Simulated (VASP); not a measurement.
Set up this calculation in VASP 6.6.1, as an ASE script.

```yaml
Task: single point
Functional: LDA
Potentials_or_basis: VASP PAW LDA potentials, release 64 (Te_GW, Ti_sv_GW)
Cutoff: 550 eV
k_mesh: 8 × 8 × 4
Occupations: gaussian, width 0.1 eV
Spin: no spin polarisation
Further_INCAR_settings: ALGO = Normal; EDIFF = 1.00e-06; NBANDS = 26
```

The structure of TiTe lies in TiTe.xyz:

```xyz
4
Lattice="3.8420000000 0.0000000000 0.0000000000 -1.9210000000 3.3272696013 0.0000000000 0.0000000000 0.0000000000 6.4030000000" Properties=species:S:1:pos:R:3 pbc="T T T"
Te     1.9210000002      1.1090898670      4.8022500000
Te    -0.0000000002      2.2181797343      1.6007500000
Ti     0.0000000000      0.0000000000      3.2015000000
Ti     0.0000000000      0.0000000000      0.0000000000
```

One way to write it, as run:

run.py

```python
from ase.calculators.vasp import Vasp
from ase.dft.bandgap import bandgap
from ase.io import read

atoms = read('TiTe.xyz')
calc = Vasp(
    directory='calc',
    xc='lda',
    pp='LDA',
    setups='gw',
    prec='Accurate',
    encut=550,
    ediff=1e-06,
    ismear=0,
    sigma=0.1,
    lreal=False,
    lasph=True,
    nelm=100,
    algo='Normal',
    isif=2,
    lwave=False,
    lcharg=False,
    kpts=[8, 8, 4],
    gamma=True,
    nbands=26,
)
atoms.calc = calc

print('energy (eV):', atoms.get_potential_energy())
print('free energy (eV):', atoms.get_potential_energy(force_consistent=True))
print('forces (eV/A):')
print(atoms.get_forces())
print('stress (eV/A^3, Voigt):', atoms.get_stress())
print('Fermi level (eV):', calc.get_fermi_level())
gap, top, bottom = bandgap(calc)
print('band gap (eV):', gap, 'from (spin, k, band)', top, 'to', bottom)
```

Potentials or basis: VASP PAW LDA potentials, release 64 (Te_GW, Ti_sv_GW).

Run with:

```sh
$ python run.py
```

Results of the run:

```json
{"Pressure": "0.1 GPa", "Band gap on the k mesh": "none (metal or under the smearing width)"}
```

Wall time 2.6 min on 1 thread of AMD EPYC 7571, on a shared host, peak memory 0.2 GiB.
